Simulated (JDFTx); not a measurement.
# MgO under changes of volume

One of the cells (9.221 Å³/atom); the others are scaled copies at fixed shape and fractional positions:

```
CELL_PARAMETERS angstrom
0.00000 2.09700 2.09700
2.09700 0.00000 2.09700
2.09700 2.09700 0.00000
ATOMIC_POSITIONS crystal
Mg 0.00000 0.00000 0.00000
O 0.50000 0.50000 0.50000
```

The cell is a database's computed one.

| Quantity | Value |
| --- | --- |
| Program | JDFTx 1.7.0 (patched build) |
| Functional | PBE |
| Potentials or basis | PseudoDojo-SR-PBE-0.5-standard |
| Cutoff | 1143 eV |
| Density cutoff | 4572 eV |
| k mesh | 11 × 11 × 11 |
| Occupations | fermi-dirac, width 0.05 eV |
| Spin | no spin polarisation |

```tsv
volume (Å³/atom)	energy over the lowest point (meV/atom)	pressure (GPa)	gap on the mesh (eV)
8.668	51.82	19.1	5.54
8.853	32.43	14.5	5.31
9.037	?	?	?
9.221	8.07	6.7	4.89
9.406	2.19	3.4	4.70
9.590	0.00	0.3	4.51
9.775	1.15	-2.4	4.34
```

Q: What does the run at 9.037 Å³/atom give?

A: Energy over the lowest point 18.01 meV/atom; pressure 10.5 GPa; gap on the mesh 5.10 eV.

Worked out: A Birch-Murnaghan fit of order 3 (a polynomial in V^(-2/3)) to the other rows has its minimum at 9.62 Å³/atom with B0 = V·E''(V) = 150 GPa and B' = 3.9. It gives 18.03 meV/atom at 9.037 Å³/atom, against the run's 18.01, and -dE/dV = 10.5 GPa, against 10.5. A parabola through the other rows of the gap, of slope -10.3 eV per unit of ln V (its deformation potential) there, gives 5.10 eV, against the run's 5.10.

Energies are extrapolated to zero smearing.

Caveats: the empty levels aren't tightly converged.
